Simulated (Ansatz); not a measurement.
Runs of Ansatz 0.2.0 on Sb. Symmetry: Fm-3m, No. 225, cubic system. The conventional cell has a = 4.742 Å, b = 4.742 Å, c = 4.742 Å, α = 90.00°, β = 90.00°, γ = 90.00°. Sb (site symmetry m-3m) is surrounded by 12 Sb at 3.35 Å. This isn't the form of Sb at room conditions, which is rhombohedral.

```csv
potentials or basis,cutoff (eV),V0 of scaled cells (Å³/atom),B0 (GPa)
Ansatz PAW earlier set,460,26.15,63
PseudoDojo stringent,1361,26.24,64
PseudoDojo standard,1088,(a),64
JTH PAW,1950,26.15,63
Ansatz PAW,420,26.15,63
```

Alike in all rows: task equation of state; level PBEsol; no spin polarisation; cell as given; k mesh 10 × 10 × 10; smearing fermi-dirac 0.05 eV.

**Question.** Fill in the values left out.

**Answer.** (a) 26.12.
